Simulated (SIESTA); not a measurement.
The system is C.

```
C
1.0
     0.00000    1.78337    1.78337
     1.78337    0.00000    1.78337
     1.78337    1.78337    0.00000
C
2
Direct
  0.75000 0.75000 0.75000
  0.50000 0.50000 0.50000
```

This isn't the form of C at room conditions, which is graphite.

Base run:

| Property | Result |
| --- | --- |
| Program | SIESTA 5.4.2 |
| Functional | PBE |
| Potentials or basis | PseudoDojo 0.4 standard (PBE files) |
| Basis | TZP (energy shift 0.003 Ry) |
| Grid cutoff | 500 Ry |
| Energy shift | 0.003 Ry |
| k mesh | 13 × 13 × 13 |
| Occupations | fermi-dirac, width 0.05 eV |
| Spin | no spin polarisation |

Its results: band gap on the k mesh 4.27 eV, indirect (least direct gap 5.65 eV); pressure 6.1 GPa.

**Question.** The run is repeated on the same cell with these changes: basis from TZP (energy shift 0.003 Ry) to SZ (energy shift 0.003 Ry). What comes out?

**Answer.** Band gap on the k mesh 6.08 eV, indirect (least direct gap 6.36 eV); pressure 22.9 GPa.

Caveats: the basis of atomic orbitals isn't converged, which shifts pressures, moduli and gaps; the basis has no polarisation orbitals (some runs); so large a pressure means that the cell lies far from this level's equilibrium, or that cutoff or potentials fall short (some runs).
